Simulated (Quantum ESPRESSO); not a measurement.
Ce:

```xyz
1
Lattice="-1.9433 1.9433 1.9433 1.9433 -1.9433 1.9433 1.9433 1.9433 -1.9433" Properties=species:S:1:pos:R:3 pbc="T T T"
Ce    0.0000    0.0000    0.0000
```

This isn't the form of Ce at room conditions, which is fcc.

- Program: Quantum ESPRESSO 7.5
- Task: single point
- Functional: PBEsol
- Potentials or basis: SSSP 1.3 efficiency PBE
- Cutoff: 748 eV
- Density cutoff: 5987 eV
- k mesh: 10 × 10 × 10
- Occupations: fermi-dirac, width 0.05 eV
- Spin: collinear spin, ferromagnetic start
- Starting moments: [1.0] μB

On this cell: pressure -4.3 GPa; net moment 0.79 μB per cell; site moments Ce +0.66 μB; band gap on the k mesh none (metal or under the smearing width).

The same run follows on a disturbed copy (cell strained at random at fixed volume):

```
Ce
1.0
    -1.92965    1.98838    1.94753
     1.91087   -2.00598    1.94635
     1.89616    1.97250   -1.96514
Ce
1
Direct
  0.01269 0.01560 0.00024
```

Question: What does the disturbed cell give?

Answer: The energy (extrapolated to zero smearing) moves by -7.2 meV/atom; pressure -4.4 GPa; net moment 0.77 μB per cell; site moments Ce +0.63 μB; band gap on the k mesh none (metal or under the smearing width).

Stress tensor (GPa, compression positive):
```
-6.45  0.18  0.08
 0.18 -2.65  0.09
 0.08  0.09 -4.13
```

The energy falls, though the first cell shows no forces: that form is unstable against this distortion, unless noise or another electronic state is at work.

Caveats: the potentials were made for another functional, which shifts forces and pressure; the magnetic or orbital state may not be the lowest; spin-orbit coupling is left out, which moves the levels of the heavy elements.
